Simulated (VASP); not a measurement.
All values below come from AM05 GGA, VASP's PBE PAW potentials (set 64) (plane waves; VASP).

Input for VASP

File KPOINTS:
```
Automatic mesh
0
Gamma
6 6 6
0 0 0
```

### POSCAR
```
CsI
1
    4.5771071130     0.0000000000     0.0000000000
    0.0000000000     4.5771071130     0.0000000000
    0.0000000000     0.0000000000     4.5771071130
Cs I
1 1
Direct
  0.0000000000   0.0000000000   0.0000000000
  0.5000000000   0.5000000000   0.5000000000
```

### INCAR
```
ALGO  =  Normal
ISIF  =  2
NELM  =  100
ENCUT  =  520   ! plane-wave cut-off (eV)
SYSTEM  =  CsI
LMAXMIX  =  4
EDIFF  =  1E-7
ISMEAR  =  0
PREC  =  Accurate
GGA  =  AM
SIGMA  =  0.05   ! width (eV)
LREAL  =  .FALSE.   ! projection in real space or not
LCHARG  =  .FALSE.
LWAVE  =  .FALSE.
LASPH  =  .TRUE.
```

POTCAR, in this order: Cs_sv I (PBE.64 set). Program: vasp_std.

The resulting files:

### OSZICAR
```
       N       E                     dE             d eps       ncg     rms          rms(c)
DAV:   1     0.947806029965E+02    0.94781E+02   -0.62169E+03   480   0.110E+03
DAV:   2     0.202669443511E+01   -0.92754E+02   -0.87984E+02   744   0.168E+02
DAV:   3    -0.538960202536E+01   -0.74163E+01   -0.73969E+01   616   0.546E+01
DAV:   4    -0.548986896904E+01   -0.10027E+00   -0.10024E+00   584   0.797E+00
DAV:   5    -0.549107478198E+01   -0.12058E-02   -0.12057E-02   588   0.903E-01    0.140E+00
DAV:   6    -0.536790090382E+01    0.12317E+00   -0.17223E-01   536   0.195E+00    0.976E-01
DAV:   7    -0.534523507842E+01    0.22666E-01   -0.14120E-01   560   0.184E+00    0.553E-01
DAV:   8    -0.535042657108E+01   -0.51915E-02   -0.12137E-02   528   0.749E-01    0.687E-02
DAV:   9    -0.535098005361E+01   -0.55348E-03   -0.11828E-03   556   0.230E-01    0.604E-02
DAV:  10    -0.535112342757E+01   -0.14337E-03   -0.19369E-04   536   0.107E-01    0.142E-02
DAV:  11    -0.535113133806E+01   -0.79105E-05   -0.37532E-05   556   0.369E-02    0.387E-03
DAV:  12    -0.535113396172E+01   -0.26237E-05   -0.63149E-06   544   0.201E-02    0.272E-03
DAV:  13    -0.535113398259E+01   -0.20867E-07   -0.30263E-07   576   0.366E-03
   1 F= -.53511340E+01 E0= -.53511340E+01  d E =-.203073E-12
```

### OUTCAR
```
------------------------ aborting loop because EDIFF is reached ----------------------------------------
  FORCE on cell =-STRESS in cart. coord.  units (eV):
  Direction    XX          YY          ZZ          XY          YZ          ZX
  --------------------------------------------------------------------------------------
  Total        0.1795199      0.1795199      0.1795199      0.0000000      0.0000000     -0.0000000
  in kB        2.9995078      2.9995078      2.9995078      0.0000000      0.0000000     -0.0000000
  external PRESSURE =       2.9995078 kB  Pullay stress =       0.0000000 kB
  volume of cell :       95.89
      direct lattice vectors                 reciprocal lattice vectors
     4.577107113  0.000000000  0.000000000     0.218478610  0.000000000  0.000000000
     0.000000000  4.577107113  0.000000000     0.000000000  0.218478610  0.000000000
     0.000000000  0.000000000  4.577107113     0.000000000  0.000000000  0.218478610
 POSITION                                       TOTAL-FORCE (eV/Angst)
 -----------------------------------------------------------------------------------
      0.00000      0.00000      0.00000         0.000000      0.000000      0.000000
      2.28855      2.28855      2.28855         0.000000      0.000000      0.000000
 -----------------------------------------------------------------------------------
    total drift:                               -0.000000      0.000000      0.000000
  FREE ENERGIE OF THE ION-ELECTRON SYSTEM (eV)
  ---------------------------------------------------
  free  energy   TOTEN  =        -5.3511339826 eV

  energy  without entropy=       -5.3511339826  energy(sigma->0) =       -5.35113398
```
(Selected blocks of OUTCAR.)

**OUTCAR**
```
 val. band max:        0.7551399781   @ k =   0.5000   0.5000   0.0000

 cond. band min:       4.6029211847   @ k =   0.0000   0.0000   0.0000


 Fermi energy:         0.9863349964

 k-point     1 :       0.0000    0.0000    0.0000
  band No.  band energies     occupation
      1     -19.6856      2.00000
      2      -9.9193      2.00000
      3      -6.3561      2.00000
      4      -6.3561      2.00000
      5      -6.3561      2.00000
      6       0.6650      2.00000
      7       0.6650      2.00000
      8       0.6650      2.00000
      9       4.6029      0.00000
     10       4.9699      0.00000
     11       4.9699      0.00000
     12       8.5104      0.00000

 k-point     2 :       0.1667    0.0000    0.0000
  band No.  band energies     occupation
      1     -19.6798      2.00000
      2      -9.9211      2.00000
      3      -6.3953      2.00000
      4      -6.3409      2.00000
      5      -6.3409      2.00000
      6       0.2014      2.00000
      7       0.6288      2.00000
      8       0.6288      2.00000
      9       5.1358      0.00000
     10       5.1754      0.00000
     11       5.5720      0.00000
     12       8.4320      0.00000

 k-point     3 :       0.3333    0.0000    0.0000
  band No.  band energies     occupation
      1     -19.6679      2.00000
      2      -9.9269      2.00000
      3      -6.4623      2.00000
      4      -6.3101      2.00000
      5      -6.3101      2.00000
      6      -0.4977      2.00000
      7       0.5540      2.00000
      8       0.5540      2.00000
      9       5.5925      0.00000
     10       6.3433      0.00000
     11       6.8543      0.00000
     12       8.3295      0.00000

 k-point     4 :       0.5000    0.0000    0.0000
  band No.  band energies     occupation
      1     -19.6620      2.00000
      2      -9.9310      2.00000
      3      -6.4901      2.00000
      4      -6.2945      2.00000
      5      -6.2945      2.00000
      6      -0.7866      2.00000
...
```

Unless said otherwise, spin-orbit coupling is left out, though it shifts the bands of the heavy elements here.

The compound is CsI in the CsCl type structure. This cell is one point of a volume scan, at 0.97 of the reference volume.
